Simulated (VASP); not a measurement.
# Al2O3 (Corundum) (R-3c) in VASP: a series of runs

Runs on Al2O3 (Corundum). Level: LDA. Tasks: single point.

Everything below comes from runs of VASP 6.6.1. Logs are shortened: lines on timing, memory, paths and dates and some standing lists are left out, and cuts for length are marked.

### Step 1. The crystal as given

It takes space group R-3c (No. 167, trigonal). Conventional cell: a = 4.760 Å, b = 4.760 Å, c = 12.996 Å, α = 90.00°, β = 90.00°, γ = 120.00°. Al (site symmetry 3) is surrounded by 6 O at 1.85 to 1.97 Å. Around O (site symmetry 2) lie 4 Al at 1.85 to 1.97 Å.

### Step 2. Single point, LDA

INCAR reads:

```
SYSTEM = Al2O3
PREC = Accurate
ENCUT = 520
EDIFF = 1E-7
ISMEAR = 0
SIGMA = 0.05
LREAL = .FALSE.
LASPH = .TRUE.
NELM = 100
ALGO = Normal
ISIF = 2
LWAVE = .FALSE.
LCHARG = .FALSE.
NBANDS = 35
ADDGRID = .FALSE.
```

KPOINTS reads:

```
regular mesh
0
G
  7 7 7
  0 0 0
```

POSCAR reads:

```
Al2O3
1.0
    2.3802500000      1.3742379782      4.3318666667
   -2.3802500000      1.3742379782      4.3318666667
    0.0000000000     -2.7484759565      4.3318666667
Al O
4 6
Direct
    0.8521600000      0.8521600000      0.8521600000
    0.6478400000      0.6478400000      0.6478400000
    0.1478400000      0.1478400000      0.1478400000
    0.3521600000      0.3521600000      0.3521600000
    0.0566800000      0.7500000000      0.4433200000
    0.7500000000      0.4433200000      0.0566800000
    0.4433200000      0.0566800000      0.7500000000
    0.9433200000      0.2500000000      0.5566800000
    0.2500000000      0.5566800000      0.9433200000
    0.5566800000      0.9433200000      0.2500000000
```

Potentials or basis: VASP PAW LDA potentials, release 64 (Al, O).

Run with:

```console
$ cat potpaw_LDA.64/Al/POTCAR potpaw_LDA.64/O/POTCAR > POTCAR
$ mpirun -np 1 vasp_std > vasp.out
```

OUTCAR:

```text
SYSTEM = Al2O3
   PREC = Accurate
   ENCUT = 520
   EDIFF = 1E-7
   ISMEAR = 0
   LREAL = .FALSE.
   LASPH = .TRUE.
   NELM = 100
   ISIF = 2

 Found     44 irreducible k-points:

 Following reciprocal coordinates:
            Coordinates               Weight
  0.000000  0.000000  0.000000      1.000000
  0.142857  0.000000 -0.000000      6.000000
  0.285714  0.000000 -0.000000      6.000000
  0.428571 -0.000000 -0.000000      6.000000
  0.142857  0.142857 -0.000000      6.000000
  0.285714  0.142857  0.000000     12.000000
   k-points           NKPTS =     44   k-points in BZ     NKDIM =     44   number of bands    NBANDS=     35
   number of dos      NEDOS =    301   number of ions     NIONS =     10
   total plane-waves  NPLWV =  64000
   dimension x,y,z NGX =    40 NGY =   40 NGZ =   40
   dimension x,y,z NGXF=    80 NGYF=   80 NGZF=   80
   ions per type =               4   6
   NGX,Y,Z   is equivalent  to a cutoff of  12.96, 12.96, 12.96 a.u.
   NGXF,Y,Z  is equivalent  to a cutoff of  25.92, 25.92, 25.92 a.u.
 SYSTEM =  Al2O3
   PREC   = accura    normal or accurate (medium, high low for compatibility)
   ISTART =      0    job   : 0-new  1-cont  2-samecut
   ICHARG =      2    charge: 1-file 2-atom 10-const
   ISPIN  =      1    spin polarized calculation?
   LNONCOLLINEAR =      F non collinear calculations
   LSORBIT =      F    spin-orbit coupling
   LASPH  =      T    aspherical Exc in radial PAW
   ENCUT  =  520.0 eV  38.22 Ry    6.18 a.u.   9.54  9.54  9.54*2*pi/ulx,y,z
   NELM   =    100;   NELMIN=  2; NELMDL= -5     # of ELM steps
   EDIFF  = 0.1E-06   stopping-criterion for ELM
   LREAL  =      F    real-space projection
   EDIFFG = 0.1E-05   stopping-criterion for IOM
   NSW    =      0    number of steps for IOM
   IBRION =     -1    ionic relax: 0-MD 1-quasi-New 2-CG
   NFREE  =      0    steps in history (QN), initial steepest desc. (CG)
   ISIF   =      2    stress and relaxation
   ISYM   =      2    0-nonsym 1-usesym 2-fastsym
   POTIM  = 0.5000    time-step for ionic-motion
   TEBEG  =    0.0;   TEEND  =   0.0 temperature during run
   PSTRESS=    0.0 pullay stress
   NELECT =      48.0000    total number of electrons
   NUPDOWN=      -1.0000    fix difference up-down
   EMIN   =  10.00;   EMAX   =-10.00  energy-range for DOS
   EFERMI =   0.00;   METHOD = LEGACY
   ISMEAR =     0;   SIGMA  =   0.05  broadening in eV -4-tet -1-fermi 0-gaus
   EFERMI_NEDOS =   21; number of points for ismear=-14 and -15
   IALGO  =     38    algorithm
   IMIX   =      4    mixing-type and parameters
     AMIX     =   0.40;   BMIX     =  1.00
     AMIX_MAG =   1.60;   BMIX_MAG =  1.00
  volume/ion in A,a.u.               =       8.50        57.37
  Fermi-wavevector in a.u.,A,eV,Ry     =   1.353064  2.556920 24.909299  1.830782
  Thomas-Fermi vector in A             =   2.480350
   LORBIT       =      0    0 simple, 1 ext, 2 COOP (PROOUT), +10 PAW based schemes
   GGA     = CA    functional components
   LHFCALC =     F    Hartree Fock is set to
   AEXX    =    0.0000 exact exchange contribution
   IVDW    =     0    specifies the selected vdW correction
   LEPSILON=     F    determine dielectric tensor
   LRPA    =     F    only Hartree local field effects (RPA)
 non-spin polarized calculation
 Gauss-broadening in eV      SIGMA  =   0.05
  energy-cutoff  :      520.00
  volume of cell :       85.02
 maximum number of plane-waves:      2304
 NGX is ok and might be reduce to    40
   NGX = 19   NGY = 19   NGZ = 19

 number of electron      48.0000013 magnetization

 Free energy of the ion-electron system (eV)
  ---------------------------------------------------
  ext. energy  EPLUGINS =         0.00000000
  ---------------------------------------------------
  free energy    TOTEN  =       -83.08344527 eV

  energy without entropy =      -83.08344527  energy(sigma->0) =      -83.08344527

 E-fermi :   6.0953     XC(G=0): -12.1650

 val. band max:        5.8299029955   @ k =   0.0000   0.0000   0.0000
 cond. band min:      11.9963753844   @ k =   0.0000   0.0000   0.0000
 fundamental gap:      6.1664723889
 Fermi energy:         6.0952823911

 k-point     1 :       0.0000    0.0000    0.0000
  band No.  band energies     occupation
      1     -13.1919      2.00000
      2     -10.7621      2.00000
      3     -10.4679      2.00000
      4     -10.4679      2.00000
      5     -10.1418      2.00000
      6     -10.1418      2.00000
[... 27 lines left out ...]
     34      19.1713      0.00000
     35      20.2083      0.00000

 k-point     2 :       0.1429    0.0000   -0.0000
  band No.  band energies     occupation
      1     -13.0831      2.00000
      2     -10.8071      2.00000
      3     -10.5464      2.00000
      4     -10.4920      2.00000
      5     -10.1957      2.00000
      6     -10.1480      2.00000
[... 27 lines left out ...]
     34      18.6894      0.00000
     35      20.0802      0.00000

 k-point     3 :       0.2857    0.0000   -0.0000
  band No.  band energies     occupation
      1     -12.7682      2.00000
      2     -11.1501      2.00000
      3     -10.5367      2.00000
      4     -10.5265      2.00000
      5     -10.3197      2.00000
      6     -10.1920      2.00000
[... 27 lines left out ...]
     34      18.9828      0.00000
     35      19.4332      0.00000

 k-point     4 :       0.4286   -0.0000   -0.0000
  band No.  band energies     occupation
      1     -12.2856      2.00000
      2     -11.7070      2.00000
      3     -10.5178      2.00000
      4     -10.4442      2.00000
      5     -10.4222      2.00000
      6     -10.2918      2.00000
[... 27 lines left out ...]
     34      18.6325      0.00000
     35      18.7853      0.00000

 k-point     5 :       0.1429    0.1429   -0.0000
  band No.  band energies     occupation
      1     -13.0531      2.00000
      2     -10.8275      2.00000
      3     -10.5629      2.00000
      4     -10.4902      2.00000
      5     -10.2415      2.00000
      6     -10.1298      2.00000
[... 27 lines left out ...]
     34      18.8214      0.00000
     35      19.8087      0.00000

 k-point     6 :       0.2857    0.1429    0.0000
  band No.  band energies     occupation
      1     -12.8143      2.00000
      2     -10.9984      2.00000
      3     -10.6529      2.00000
      4     -10.5071      2.00000
      5     -10.3942      2.00000
      6     -10.1217      2.00000
[... 27 lines left out ...]
     34      18.8377      0.00000
     35      19.4783      0.00000

 [... further k-points ...]
[... 5 lines left out ...]
  --------------------------------------------------------------------------------------
  -------------------------------------------------------------------------------------
  Total       -2.3246945     -2.3246945     -2.5474933      0.0000000      0.0000000      0.0000000
  in kB      -43.8092295    -43.8092295    -48.0079086      0.0000000      0.0000000      0.0000000
  external PRESSURE =     -45.2087892 kB  Pullay stress =       0.0000000 kB

 VOLUME and BASIS-vectors are now :
 -----------------------------------------------------------------------------
  energy-cutoff  :      520.00
  volume of cell :       85.02
      direct lattice vectors                 reciprocal lattice vectors
     2.380250000  1.374237978  4.331866667     0.210061968  0.121279334  0.076949121
    -2.380250000  1.374237978  4.331866667    -0.210061968  0.121279334  0.076949121
     0.000000000 -2.748475957  4.331866667     0.000000000 -0.242558668  0.076949121

 POSITION                                       TOTAL-FORCE (eV/Angst)
 -----------------------------------------------------------------------------------
      0.00000     -0.00000     11.07433         0.000000      0.000000     -0.057522
      0.00000     -0.00000      8.41907         0.000000     -0.000000      0.057522
      0.00000     -0.00000      1.92127         0.000000     -0.000000      0.057522
      0.00000     -0.00000      4.57653         0.000000      0.000000     -0.057522
     -1.65027     -0.10988      5.41483        -0.061845     -0.107119      0.000000
      0.72998      1.48412      5.41483        -0.061845      0.107119      0.000000
      0.92030     -1.37424      5.41483         0.123690     -0.000000      0.000000
      1.65027      0.10988      7.58077         0.061845      0.107119      0.000000
     -0.72998     -1.48412      7.58077         0.061845     -0.107119      0.000000
     -0.92030      1.37424      7.58077        -0.123690     -0.000000      0.000000
 -----------------------------------------------------------------------------------
    total drift:                               -0.000000      0.000000     -0.000000

  FREE ENERGIE OF THE ION-ELECTRON SYSTEM (eV)
  ---------------------------------------------------
  free  energy   TOTEN  =       -83.0834452709 eV

  energy  without entropy=      -83.0834452709  energy(sigma->0) =      -83.08344527
```

Wall time 3.1 min (1 thread of AMD EPYC 7R43 (Zen 3), shared host); peak memory 0.2 GiB.

These settings aren't checked as converged: the numbers below hold their error.

Results:

```
Free energy            : -83.0834 eV
Pressure               : -4.5 GPa
Largest force          : 0.124 eV/Å
Band gap on the k mesh : 6.17 eV, direct
```

Caveat: an odd mesh through Γ misses points on the zone boundary, where band edges often lie.

### Step 3. Single point, LDA

Edit INCAR of step 2 so:

```diff
@@ -2,3 +2,3 @@
 PREC = Accurate
-ENCUT = 520
+ENCUT = 900
 EDIFF = 1E-7
```

KPOINTS reads:

```
regular mesh
0
G
  6 6 6
  0 0 0
```

POSCAR is that of step 2.

Potentials or basis: VASP PAW LDA potentials, release 64 (Al, O).

Run with:

```console
$ cat potpaw_LDA.64/Al/POTCAR potpaw_LDA.64/O/POTCAR > POTCAR
$ mpirun -np 1 vasp_std > vasp.out
```

OUTCAR:

```text
SYSTEM = Al2O3
   PREC = Accurate
   ENCUT = 900
   EDIFF = 1E-7
   ISMEAR = 0
   LREAL = .FALSE.
   LASPH = .TRUE.
   NELM = 100
   ISIF = 2

 Found     32 irreducible k-points:

 Following reciprocal coordinates:
            Coordinates               Weight
  0.000000  0.000000  0.000000      1.000000
  0.166667  0.000000  0.000000      6.000000
  0.333333 -0.000000 -0.000000      6.000000
  0.500000 -0.000000 -0.000000      3.000000
  0.166667  0.166667  0.000000      6.000000
  0.333333  0.166667 -0.000000     12.000000
   k-points           NKPTS =     32   k-points in BZ     NKDIM =     32   number of bands    NBANDS=     35
   number of dos      NEDOS =    301   number of ions     NIONS =     10
   total plane-waves  NPLWV = 125000
   dimension x,y,z NGX =    50 NGY =   50 NGZ =   50
   dimension x,y,z NGXF=   100 NGYF=  100 NGZF=  100
   ions per type =               4   6
   NGX,Y,Z   is equivalent  to a cutoff of  16.20, 16.20, 16.20 a.u.
   NGXF,Y,Z  is equivalent  to a cutoff of  32.41, 32.41, 32.41 a.u.
 SYSTEM =  Al2O3
   PREC   = accura    normal or accurate (medium, high low for compatibility)
   ISTART =      0    job   : 0-new  1-cont  2-samecut
   ICHARG =      2    charge: 1-file 2-atom 10-const
   ISPIN  =      1    spin polarized calculation?
   LNONCOLLINEAR =      F non collinear calculations
   LSORBIT =      F    spin-orbit coupling
   LASPH  =      T    aspherical Exc in radial PAW
   ENCUT  =  900.0 eV  66.15 Ry    8.13 a.u.  12.55 12.55 12.55*2*pi/ulx,y,z
   NELM   =    100;   NELMIN=  2; NELMDL= -5     # of ELM steps
   EDIFF  = 0.1E-06   stopping-criterion for ELM
   LREAL  =      F    real-space projection
   EDIFFG = 0.1E-05   stopping-criterion for IOM
   NSW    =      0    number of steps for IOM
   IBRION =     -1    ionic relax: 0-MD 1-quasi-New 2-CG
   NFREE  =      0    steps in history (QN), initial steepest desc. (CG)
   ISIF   =      2    stress and relaxation
   ISYM   =      2    0-nonsym 1-usesym 2-fastsym
   POTIM  = 0.5000    time-step for ionic-motion
   TEBEG  =    0.0;   TEEND  =   0.0 temperature during run
   PSTRESS=    0.0 pullay stress
   NELECT =      48.0000    total number of electrons
   NUPDOWN=      -1.0000    fix difference up-down
   EMIN   =  10.00;   EMAX   =-10.00  energy-range for DOS
   EFERMI =   0.00;   METHOD = LEGACY
   ISMEAR =     0;   SIGMA  =   0.05  broadening in eV -4-tet -1-fermi 0-gaus
   EFERMI_NEDOS =   21; number of points for ismear=-14 and -15
   IALGO  =     38    algorithm
   IMIX   =      4    mixing-type and parameters
     AMIX     =   0.40;   BMIX     =  1.00
     AMIX_MAG =   1.60;   BMIX_MAG =  1.00
  volume/ion in A,a.u.               =       8.50        57.37
  Fermi-wavevector in a.u.,A,eV,Ry     =   1.353064  2.556920 24.909299  1.830782
  Thomas-Fermi vector in A             =   2.480350
   LORBIT       =      0    0 simple, 1 ext, 2 COOP (PROOUT), +10 PAW based schemes
   GGA     = CA    functional components
   LHFCALC =     F    Hartree Fock is set to
   AEXX    =    0.0000 exact exchange contribution
   IVDW    =     0    specifies the selected vdW correction
   LEPSILON=     F    determine dielectric tensor
   LRPA    =     F    only Hartree local field effects (RPA)
 non-spin polarized calculation
 Gauss-broadening in eV      SIGMA  =   0.05
  energy-cutoff  :      900.00
  volume of cell :       85.02
 maximum number of plane-waves:      5235
   NGX = 25   NGY = 25   NGZ = 25

 number of electron      47.9999998 magnetization

 Free energy of the ion-electron system (eV)
  ---------------------------------------------------
  ext. energy  EPLUGINS =         0.00000000
  ---------------------------------------------------
  free energy    TOTEN  =       -83.14734774 eV

  energy without entropy =      -83.14734774  energy(sigma->0) =      -83.14734774

 E-fermi :   6.0915     XC(G=0): -12.1645

 val. band max:        5.8228202289   @ k =   0.0000   0.0000   0.0000
 cond. band min:      11.9934557275   @ k =   0.0000   0.0000   0.0000
 fundamental gap:      6.1706354986
 Fermi energy:         6.0914817041

 k-point     1 :       0.0000    0.0000    0.0000
  band No.  band energies     occupation
      1     -13.1936      2.00000
      2     -10.7642      2.00000
      3     -10.4703      2.00000
      4     -10.4703      2.00000
      5     -10.1442      2.00000
      6     -10.1442      2.00000
[... 27 lines left out ...]
     34      19.1657      0.00000
     35      20.2029      0.00000

 k-point     2 :       0.1667    0.0000    0.0000
  band No.  band energies     occupation
      1     -13.0459      2.00000
      2     -10.8402      2.00000
      3     -10.5608      2.00000
      4     -10.5009      2.00000
      5     -10.2158      2.00000
      6     -10.1542      2.00000
[... 27 lines left out ...]
     34      18.5647      0.00000
     35      19.9187      0.00000

 k-point     3 :       0.3333   -0.0000   -0.0000
  band No.  band energies     occupation
      1     -12.6250      2.00000
      2     -11.3257      2.00000
      3     -10.5325      2.00000
      4     -10.5063      2.00000
      5     -10.3665      2.00000
      6     -10.2219      2.00000
[... 27 lines left out ...]
     34      19.0767      0.00000
     35      19.1784      0.00000

 k-point     4 :       0.5000   -0.0000   -0.0000
  band No.  band energies     occupation
      1     -12.0041      2.00000
      2     -12.0041      2.00000
      3     -10.4912      2.00000
      4     -10.4912      2.00000
      5     -10.3581      2.00000
      6     -10.3581      2.00000
[... 27 lines left out ...]
     34      18.3794      0.00000
     35      18.7572      0.00000

 k-point     5 :       0.1667    0.1667    0.0000
  band No.  band energies     occupation
      1     -13.0056      2.00000
      2     -10.8497      2.00000
      3     -10.5937      2.00000
      4     -10.5008      2.00000
      5     -10.2839      2.00000
      6     -10.1287      2.00000
[... 27 lines left out ...]
     34      18.8345      0.00000
     35      19.7093      0.00000

 k-point     6 :       0.3333    0.1667   -0.0000
  band No.  band energies     occupation
      1     -12.6868      2.00000
      2     -11.0989      2.00000
      3     -10.6753      2.00000
      4     -10.5187      2.00000
      5     -10.4857      2.00000
      6     -10.1201      2.00000
[... 27 lines left out ...]
     34      18.9366      0.00000
     35      19.3302      0.00000

 [... further k-points ...]
[... 5 lines left out ...]
  --------------------------------------------------------------------------------------
  -------------------------------------------------------------------------------------
  Total       -2.2920116     -2.2920116     -2.5128062      0.0000000      0.0000000      0.0000000
  in kB      -43.1933164    -43.1933164    -47.3542245      0.0000000      0.0000000      0.0000000
  external PRESSURE =     -44.5802858 kB  Pullay stress =       0.0000000 kB

 VOLUME and BASIS-vectors are now :
 -----------------------------------------------------------------------------
  energy-cutoff  :      900.00
  volume of cell :       85.02
      direct lattice vectors                 reciprocal lattice vectors
     2.380250000  1.374237978  4.331866667     0.210061968  0.121279334  0.076949121
    -2.380250000  1.374237978  4.331866667    -0.210061968  0.121279334  0.076949121
     0.000000000 -2.748475957  4.331866667     0.000000000 -0.242558668  0.076949121

 POSITION                                       TOTAL-FORCE (eV/Angst)
 -----------------------------------------------------------------------------------
      0.00000     -0.00000     11.07433         0.000000      0.000000     -0.060600
      0.00000     -0.00000      8.41907         0.000000     -0.000000      0.060600
      0.00000     -0.00000      1.92127         0.000000     -0.000000      0.060600
      0.00000     -0.00000      4.57653         0.000000      0.000000     -0.060600
     -1.65027     -0.10988      5.41483        -0.064140     -0.111094     -0.000000
      0.72998      1.48412      5.41483        -0.064140      0.111094     -0.000000
      0.92030     -1.37424      5.41483         0.128280     -0.000000     -0.000000
      1.65027      0.10988      7.58077         0.064140      0.111094     -0.000000
     -0.72998     -1.48412      7.58077         0.064140     -0.111094     -0.000000
     -0.92030      1.37424      7.58077        -0.128280     -0.000000      0.000000
 -----------------------------------------------------------------------------------
    total drift:                               -0.000000      0.000000     -0.000000

  FREE ENERGIE OF THE ION-ELECTRON SYSTEM (eV)
  ---------------------------------------------------
  free  energy   TOTEN  =       -83.1473477365 eV

  energy  without entropy=      -83.1473477365  energy(sigma->0) =      -83.14734774
```

It took 5.6 min on 1 thread of AMD EPYC 7R43 (Zen 3), shared host; peak memory 0.31 GiB.

These settings aren't checked as converged: the numbers below hold their error.

What came out:

| Property | Result |
| --- | --- |
| Free energy | -83.1473 eV |
| Pressure | -4.5 GPa |
| Largest force | 0.128 eV/Å |
| Band gap on the k mesh | 6.17 eV, direct |

(Part 1 of 2 ends here.)
